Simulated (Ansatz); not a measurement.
Crystal: Se.

```
Se
1.0
     4.36620    0.00000    0.00000
    -2.18310    3.78124    0.00000
     0.00000    0.00000    4.95360
Se
3
Direct
  0.77460 0.77460 0.00000
  0.00000 0.22540 0.66667
  0.22540 0.00000 0.33333
```

| Property | Result |
| --- | --- |
| Program | Ansatz 0.2.0 |
| Task | relaxation of cell and atoms |
| Functional | PBEsol |
| Dispersion | D3(BJ)-ATM |
| Potentials or basis | Ansatz PAW |
| Cutoff | 420 eV (not typed: the program's choice for these potentials) |
| k mesh | 7 × 7 × 6 |
| Occupations | fermi-dirac, width 0.05 eV |
| Spin | no spin polarisation |

At the start: volume 27.26 Å³/atom.

Problem. Where does the relaxation end?

Solution. It ends after 8 steps and the volume is 22.57 Å³/atom (-17.2 %); space group P3_121 (No. 152, to 0.05 Å).

The path:
```tsv
step	energy change (eV)	largest force (eV/Å)	volume (Å³)
1	0.0000	0.2805	81.78
2	-0.1131	0.3135	72.64
3	-0.1804	0.1339	67.24
4	-0.1946	0.0372	67.24
5	-0.1949	0.0231	68.14
6	-0.1954	0.0126	67.73
7	-0.1954	0.0002	67.71
8	-0.1944	0.0001	67.71
```

Final structure:
```cif
data_structure
_symmetry_space_group_name_H-M 'P 1'
_symmetry_Int_Tables_number 1
_cell_length_a 3.9002
_cell_length_b 3.9002
_cell_length_c 5.1395
_cell_angle_alpha 90.000
_cell_angle_beta 90.000
_cell_angle_gamma 120.000
_cell_volume 67.71
loop_
_atom_site_label
_atom_site_type_symbol
_atom_site_fract_x
_atom_site_fract_y
_atom_site_fract_z
_atom_site_occupancy
Se1 Se 0.74031 0.74031 0.00000 1
Se2 Se 0.00000 0.25969 0.66667 1
Se3 Se 0.25969 0.00000 0.33333 1
```

Caveat: the volume moved by over 15 % at a fixed basis, so the end points are rough; the plane-wave basis is chosen anew once the cell has moved, so the energies of steps on either side of that aren't comparable; the PAW data sets come from PBE, with cores solved anew for the run's functional, which leaves a small shift of forces and pressure.
